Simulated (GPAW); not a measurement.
Set up this calculation in GPAW 26.7.0, as an ASE script.

| Item | Value |
| --- | --- |
| Task | single point |
| Functional | PBE |
| Potentials or basis | GPAW PAW data sets (gpaw-data 1.2.1) |
| Cutoff | 600 eV |
| Basis | pw |
| k mesh | 8 × 8 × 8 |
| Occupations | gaussian, width 0.018 eV |
| Spin | no spin polarisation |
| Maxiter | 150 |

The structure of Sb lies in Sb.xyz:

```xyz
2
Lattice="2.1542000000 1.2437279499 3.7580000000 -2.1542000000 1.2437279499 3.7580000000 0.0000000000 -2.4874558998 3.7580000000" Properties=species:S:1:pos:R:3 pbc="T T T"
Sb     0.0000000000      0.0000000000      8.6416337400
Sb     0.0000000000      0.0000000000      2.6323662600
```

The input as run:

run.py

```python
from ase.dft.bandgap import bandgap
from ase.io import read, write
from ase.units import GPa
from gpaw import GPAW, PW

atoms = read('Sb.xyz')

calc = GPAW(mode=PW(600),
            xc='PBE',
            kpts={'size': (8, 8, 8), 'gamma': True},
            occupations={'name': 'methfessel-paxton', 'order': 0, 'width': 0.018000000000000002},
            nbands=25,
            convergence={'density': 1e-05, 'energy': 1e-05},
            maxiter=150,
            txt='gpaw.txt')
atoms.calc = calc
energy = atoms.get_potential_energy()
forces = atoms.get_forces()
stress = atoms.get_stress()
calc.write('gs.gpw')
write('result.traj', atoms)
print(f'Energy: {energy:.6f} eV')
print('Forces (eV/A):')
print(forces.round(4))
print('Stress (GPa):', (stress / GPa).round(3))
print('Fermi level:', round(calc.get_fermi_level(), 4), 'eV')
print(f'Gap: {bandgap(calc)[0]:.4f} eV, direct: {bandgap(calc, direct=True)[0]:.4f} eV')
```

Potentials or basis: GPAW PAW data sets (gpaw-data 1.2.1), pw.

The run is started by

```bash
$ OMP_NUM_THREADS=1 python run.py
```

Results of the run:

```
Pressure               : 2.4 GPa
Largest force          : 0.125 eV/Å
Band gap on the k mesh : none (metal or under the smearing width)
```

Wall time 49 s on 1 thread of Arm Neoverse V2, with other jobs on the host, peak memory 0.22 GiB.
